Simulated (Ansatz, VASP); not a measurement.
## SiC2 in VASP and in Ansatz

```xyz
6
Lattice="2.6877 0.0000 0.0000 -1.3438 2.3276 0.0000 0.0000 0.0000 13.0514" Properties=species:S:1:pos:R:3 pbc="T T T"
Si    0.0000    1.5517    3.2629
Si    1.3438    0.7759    9.7886
C     0.0000    1.5517   11.9638
C     0.0000    1.5517    7.6133
C     1.3438    0.7759    1.0876
C     1.3438    0.7759    5.4381
```

Alike in both runs: task single point; functional PBE; k mesh 6 × 6 × 2; occupations gaussian, width 0.1 eV; no spin polarisation.

```csv
,VASP,Ansatz
version,VASP 6.6.1,Ansatz 0.2.0
potentials or method,"VASP PAW PBE potentials, release 64 (Si, C)","scalar-relativistic, plane waves, PAW"
plane-wave cutoff (eV),520,420
valence electrons in the cell,24,24
```

```csv
,VASP,Ansatz,Ansatz less VASP
gap on the k mesh at the Fermi level (eV),none,none,-
pressure (GPa),-21.9,-21.9,-0.01
largest component of the traceless stress (GPa),10.48,10.48,+0.007
rms of the force components (eV/Å),0.056,0.056,+0.0002
```

Atom by atom the forces differ by 0.000 eV/Å (rms over components). A gap of «none» marks a metal or a gap that the smearing closes.

Caveats: the k mesh is coarse (spacing up to 0.45 Å⁻¹), so the values aren't converged; so large a pressure means that the cell lies far from this level's equilibrium, or that cutoff or potentials fall short (VASP).
